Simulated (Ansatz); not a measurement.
# SnSe: strong compression

The task here is to estimate one member of a computed series from the others.

Method: DFT, PBE, PAW with Ansatz's default frozen-core files, scalar-relativistic, in Ansatz 0.2.0.

### The starting structure

Symmetry: Pm-3m, No. 221, cubic system. Conventional cell: a = 3.055 Å, b = 3.055 Å, c = 3.055 Å, α = 90.00°, β = 90.00°, γ = 90.00°. Sn (site symmetry m-3m) has 8 Se at 2.65 Å as nearest neighbours. Se (site symmetry m-3m) has 8 Sn at 2.65 Å as nearest neighbours.

Structure file:

```cif
data_structure
_symmetry_space_group_name_H-M 'Pm-3m'
_symmetry_Int_Tables_number 221
_cell_length_a 3.0547
_cell_length_b 3.0547
_cell_length_c 3.0547
_cell_angle_alpha 90.000
_cell_angle_beta 90.000
_cell_angle_gamma 90.000
_cell_volume 28.50
loop_
_atom_site_label
_atom_site_type_symbol
_atom_site_symmetry_multiplicity
_atom_site_Wyckoff_symbol
_atom_site_fract_x
_atom_site_fract_y
_atom_site_fract_z
_atom_site_occupancy
Sn1 Sn 1 a 0.00000 0.00000 0.00000 1
Se1 Se 1 b 0.50000 0.50000 0.50000 1
```

The file gives the conventional cell by its symmetry; the runs use the cell typed in the input.

Whether this phase is the stable one at these pressures isn't tested.

Atoms are numbered in the order of the input: Sn1, Se2.

Set-up of the first run:

File input.yaml:

```yaml
crystal:
  lattice:
    - [3.0546685047, 0.0, 0.0]
    - [0.0, 3.0546685047, 0.0]
    - [0.0, 0.0, 3.0546685047]
  atoms:
    - { symbol: Sn, position: [0.0, 0.0, 0.0] }
    - { symbol: Se, position: [0.5, 0.5, 0.5] }
kpoints:
  mp_grid: { grid: [14, 14, 14] }
scf:
  occupations: { method: fermi_dirac, width: 0.08 }
hamiltonian:
  xc: pbe
  pseudopotentials: { kind: paw }
output:
  forces: true
  stress: true
relax:
  f_tol: 0.005
  max_steps: 40
  cell: {}
```

On the command line:

```bash
ansatz run input.yaml --threads 1 --pin off --max-ram 2048MiB --backend cpu --events-out ev --progress --plain --runs-dir out
```

Among the steps run: Cell relaxed at zero pressure, PAW; Volume scaled by 1, PAW; Volume scaled by 1, PAW (partial_waves polarizable); Volume scaled by 0.94, PAW; Volume scaled by 0.88, PAW; Volume scaled by 0.8, PAW; Volume scaled by 0.72, PAW; Volume scaled by 0.64, PAW; Volume scaled by 0.55, PAW; Volume scaled by 0.55, PAW (partial_waves polarizable).

One of the session's tables, all rows but one given; the rest of the session is left out.

| method | volume over the first | volume (Å³/atom) | pressure (GPa) |
| --- | --- | --- | --- |
| PAW | 1 | 24.928 | -0.01 |
| PAW | 0.94 | 23.432 | 3.38 |
| PAW | 0.88 | 21.937 | 8.02 |
| PAW | 0.8 | ? | ? |
| PAW | 0.72 | 17.948 | 33.49 |
| PAW | 0.64 | 15.954 | 59.99 |
| PAW | 0.55 | 13.710 | 115.84 |
| PAW (partial_waves polarizable) | 1 | 24.928 | -0.01 |
| PAW (partial_waves polarizable) | 0.55 | 13.710 | 115.84 |

Q: Estimate the row for PAW, 0.8 from the others.

The run gave: volume (Å³/atom): 19.942; pressure (GPa): 17.69. In the column «volume (Å³/atom)» it lies between PAW, 0.72 (17.948) and PAW, 0.88 (21.937).
